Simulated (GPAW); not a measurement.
# AlN: equation of state with LDA

The system is AlN.

```xyz
4
Lattice="3.1130 0.0000 0.0000 -1.5565 2.6959 0.0000 0.0000 0.0000 4.9810" Properties=species:S:1:pos:R:3 pbc="T T T"
Al    1.5565    0.8986    2.4905
Al    0.0000    1.7973    0.0000
N     1.5565    0.8986    4.3833
N     0.0000    1.7973    1.8928
```

```json
{
  "Program": "GPAW 26.7.0",
  "Task": "equation of state",
  "Functional": "LDA",
  "Potentials or basis": "PAW data sets generated in the run's folder for this functional",
  "Cutoff": "800 eV",
  "Basis": "pw",
  "k mesh": "7 × 7 × 4",
  "Occupations": "fermi-dirac, width 0.05 eV",
  "Spin": "no spin polarisation"
}
```

The equilibrium volume is 10.29 Å³/atom and the bulk modulus at fixed shape and positions is 213 GPa. The pressure derivative of the bulk modulus is 4.0.

Energy against volume, from the lowest point:
```tsv
volume (Å³/atom)	energy (meV/atom)
9.824	14.93
10.033	4.25
10.242	0.00
10.451	1.49
10.660	8.18
10.869	19.71
11.078	35.39
```

Run time: 91 s on 1 thread of INTEL(R) XEON(R) PLATINUM 8581C CPU @ 2.30GHz (Emerald Rapids) (shared host), peak memory 0.31 GiB.

Caveat: the cell was scaled at fixed shape and fractional positions, which overstates the stiffness of a crystal with free parameters, most of all of layers and chains.
